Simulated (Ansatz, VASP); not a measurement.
**One calculation of NaI, two programs**

The input INCAR:

```
ALGO     = Normal         # electronic algorithm
EDIFF    = 1E-8           # SCF threshold, eV
ENCUT    = 520            # plane-wave cutoff, eV
GGA      = CA             # functional
ISIF     = 2              # what is computed and relaxed
ISMEAR   = -1             # smearing method
LASPH    = T              # aspherical terms in the spheres
LCHARG   = F              # write CHGCAR
LEFG     = T            
LREAL    = F              # projectors in reciprocal space
LWAVE    = F              # write WAVECAR
NBANDS   = 14             # bands
NELM     = 80             # most SCF steps
PREC     = Accurate       # precision mode
SIGMA    = 0.02           # smearing width, eV
```

Contents of KPOINTS:

```
k-points
0
Gamma
  8 8 8
```

The input POSCAR:

```
NaI
1.0
    0.0000000000      3.1926595029      3.1926595029
    3.1926595029      0.0000000000      3.1926595029
    3.1926595029      3.1926595029      0.0000000000
Na I
1 1
Direct
    0.0000000000      0.0000000000      0.0000000000
    0.5000000000      0.5000000000      0.5000000000
```

Input for Ansatz:

```yaml
crystal:
  lattice:
    - [0.0, 3.1926595029, 3.1926595029]
    - [3.1926595029, 0.0, 3.1926595029]
    - [3.1926595029, 3.1926595029, 0.0]
  atoms:
    - { symbol: Na, position: [0.0, 0.0, 0.0] }
    - { symbol: I, position: [0.5, 0.5, 0.5] }
kpoints:
  mp_grid: { grid: [8, 8, 8] }
scf:
  occupations: { method: fermi_dirac, width: 0.02 }
hamiltonian:
  xc: lda
  pseudopotentials: { kind: all_electron, datasets: crystal }
output:
  forces: true
  stress: true
  eigenvalues: true
  efg: { contact_densities: true }
```

Change from the starting cell: volume scaled by 0.96, crystal datasets.

Alike in both runs: task electric field gradients; functional LDA; k mesh 8 × 8 × 8; occupations fermi-dirac, width 0.02 eV; no spin polarisation.

|  | VASP | Ansatz |
| --- | --- | --- |
| version | VASP 6.6.1 | Ansatz 0.2.0 |
| potentials or method | VASP PAW LDA potentials, release 64 (Na_pv, I) | all-electron PAW with datasets made for the crystal, scalar-relativistic |
| plane-wave cutoff (eV) | 520 | see its input |

```csv
,VASP,Ansatz,Ansatz less VASP
gap on the k mesh at the Fermi level (eV),3.46,3.44,-0.014
pressure (GPa),-1.1,-1.1,-0.02
Vzz of the field gradient on the site that differs most (V/Å²),0.0,0.0,0.00
```

Ansatz ran all-electron here, so the differences hold the error of VASP's frozen core and of both bases. Ansatz warned: «gradients_without_spin_orbit».

Caveats: spin-orbit coupling is left out, which moves the levels of the heavy elements.
